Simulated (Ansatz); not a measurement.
**Trial inputs on CuI**

All trials start from this Ansatz input:

```yaml
crystal:
  lattice:
    - [0.0, 2.862089, 2.862089]
    - [2.862089, 0.0, 2.862089]
    - [2.862089, 2.862089, 0.0]
  atoms:
    - { symbol: Cu, position: [0.0, 0.0, 0.0], spin: 1.0 }
    - { symbol: I, position: [0.5, 0.5, 0.5] }
basis:
  ecutwfc: 420
kpoints:
  mp_grid: { grid: [4, 4, 4] }
hamiltonian:
  xc: pbe
scf:
  occupations: { method: gaussian, width: 0.1 }
  lower_state_search: "off"
output:
  forces: true
  stress: true
  eigenvalues: true
  populations: true
magnetization:
  spin_polarized: true
```

Command:

```bash
ansatz run input.yaml --threads 1 --pin off --max-ram 1331MiB --backend cpu --events-out ev --progress --plain --runs-dir out
```

The run converges in 15 SCF iterations on 8 irreducible k-points: pressure 0.54 GPa, no gap, cell moment 0.00 μB. It warns that the starting moments were lost.

These settings were drawn at random to show what each does; none of the numbers is a converged property of the crystal. Each trial's input is given as a difference from the reference's; energies are extrapolated to zero smearing where there is one, and pressure is positive in compression. Charged cells sit in a uniform background, and their pressures hang on that convention.

Problem. Trial 1:

```diff
 crystal:
   atoms:
-    - { symbol: Cu, position: [0.0, 0.0, 0.0], spin: 1.0 }
+    - { symbol: Cu, position: [0.0, 0.0, 0.0] }
+total_charge: 1
 scf:
-  lower_state_search: "off"
+  max_iter: 300
 output:
-  populations: true
-magnetization:
-  spin_polarized: true
```

What happens?

Solution. The run converges in 11 SCF iterations on 8 irreducible k-points: pressure -5.14 GPa (with the neutralising background of the charged cell), no gap.

Problem. Trial 2:

```diff
 crystal:
   atoms:
-    - { symbol: Cu, position: [0.0, 0.0, 0.0], spin: 1.0 }
+    - { symbol: Cu, position: [0.0, 0.0, 0.0] }
 basis:
-  ecutwfc: 420
+  ecutrho_ratio: 2
 kpoints:
+  band_path: { path: [[0, 0, 0], [0.5, 0, 0], [0.5, 0.5, 0.5]], npoints: 8 }
 scf:
-  occupations: { method: gaussian, width: 0.1 }
-  lower_state_search: "off"
+  occupations: { method: cold, width: 0.096 }
+  max_iter: 59
 output:
-  populations: true
-magnetization:
-  spin_polarized: true
```

What does the program give?

Solution. The run converges in 8 SCF iterations on 8 irreducible k-points: energy 7.73 meV per atom below the reference, pressure 0.81 GPa, no gap. It warns that the density cutoff lies under the recommended one.